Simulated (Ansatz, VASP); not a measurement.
## One calculation of SnTe, two programs

File INCAR:

```
ALGO = Normal
EDIFF = 1E-6
ENCUT = 520
GGA = PE
ISIF = 2
ISMEAR = 0
LASPH = T
LCHARG = F
LREAL = F
LWAVE = F
NBANDS = 17
NELM = 60
PREC = Accurate
SIGMA = 0.03
```

The input KPOINTS:

```
k-points
0
Gamma
  8 8 8
```

File POSCAR:

```
SnTe
1.0
    0.0000000000      3.6111460000      3.6111460000
    3.6111460000      0.0000000000      3.6111460000
    3.6111460000      3.6111460000      0.0000000000
Sn Te
1 1
Direct
    0.0000000000      0.0000000000      0.0000000000
    0.7500000000      0.7500000000      0.7500000000
```

Input for Ansatz:

```yaml
crystal:
  lattice:
    - [0.0, 3.611146, 3.611146]
    - [3.611146, 0.0, 3.611146]
    - [3.611146, 3.611146, 0.0]
  atoms:
    - { symbol: Sn, position: [0.0, 0.0, 0.0] }
    - { symbol: Te, position: [0.75, 0.75, 0.75] }
basis:
  ecutwfc: 420
kpoints:
  mp_grid: { grid: [8, 8, 8] }
hamiltonian:
  xc: pbe
scf:
  occupations: { method: gaussian, width: 0.03 }
output:
  forces: true
  stress: true
  eigenvalues: true
```

Measurements of this composition are mostly on another form, of space group No. 225.

Alike in both runs: task single point; functional PBE; k mesh 8 × 8 × 8; occupations gaussian, width 0.03 eV; no spin polarisation.

|  | VASP | Ansatz |
| --- | --- | --- |
| version | VASP 6.6.1 | Ansatz 0.2.0 |
| potentials or method | VASP PAW PBE potentials, release 64 (Sn_d, Te) | scalar-relativistic, plane waves, PAW |
| plane-wave cutoff (eV) | 520 | 420 |
| valence electrons in the cell | 20 | 30 |

|  | VASP | Ansatz | Ansatz less VASP |
| --- | --- | --- | --- |
| gap on the k mesh at the Fermi level (eV) | 0.09 | 0.09 | +0.003 |
| least direct gap on the mesh (eV) | 0.80 | 0.80 | +0.002 |
| pressure (GPa) | -0.1 | 0.0 | +0.03 |

The two sets of potentials don't hold the same shells in valence.

Caveats: spin-orbit coupling is left out, which moves the levels of the heavy elements.
